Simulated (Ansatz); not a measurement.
MgO:

```
Mg O
1.0
     2.93802    0.00000    0.00000
    -1.46901    2.54440    0.00000
     0.00000    0.00000    2.67968
Mg O
1 1
Direct
  0.00000 0.00000 0.00000
  0.33333 0.66667 0.50000
```

Measurements of this composition are mostly on another form, of space group No. 225.

| Property | Result |
| --- | --- |
| Program | Ansatz 0.2.0 |
| Task | relaxation of cell and atoms |
| Functional | B3LYP |
| Potentials or basis | Ansatz PAW |
| Cutoff | 420 eV (not typed: the program's choice for these potentials) |
| k mesh | 5 × 5 × 5 |
| Occupations | fermi-dirac, width 0.05 eV |
| Spin | no spin polarisation |

At the start: volume 10.02 Å³/atom.

Task: Where does the relaxation end?

Result: It ends after 8 steps and the volume is 9.78 Å³/atom (-2.3 %); space group P-6m2 (No. 187, to 0.05 Å).

The path:
```
step  energy change (eV)  largest force (eV/Å)  volume (Å³)
   1              0.0000                0.0000        20.03
   2             -0.0043                0.0000        19.82
   3             -0.0065                0.0000        19.53
   4             -0.0065                0.0000        19.58
   5             -0.0065                0.0000        19.58
   6             -0.0054                0.0000        19.58
   7             -0.0054                0.0000        19.57
   8             -0.0054                0.0000        19.57
```

Final structure:
```
Mg O
1.0
     2.91683    0.00000    0.00000
    -1.45842    2.52605    0.00000
     0.00000    0.00000    2.65553
Mg O
1 1
Direct
  0.00000 0.00000 0.00000
  0.33333 0.66667 0.50000
```

Caveat: the k mesh is coarse (spacing up to 0.49 Å⁻¹), so the values aren't converged, least of all with exact exchange; the plane-wave basis is chosen anew once the cell has moved, so the energies of steps on either side of that aren't comparable; the pressure holds a Pulay correction of +0.5 GPa for the finite cutoff; the PAW data sets come from PBE, with cores solved anew for the run's functional, which leaves a small shift of forces and pressure.
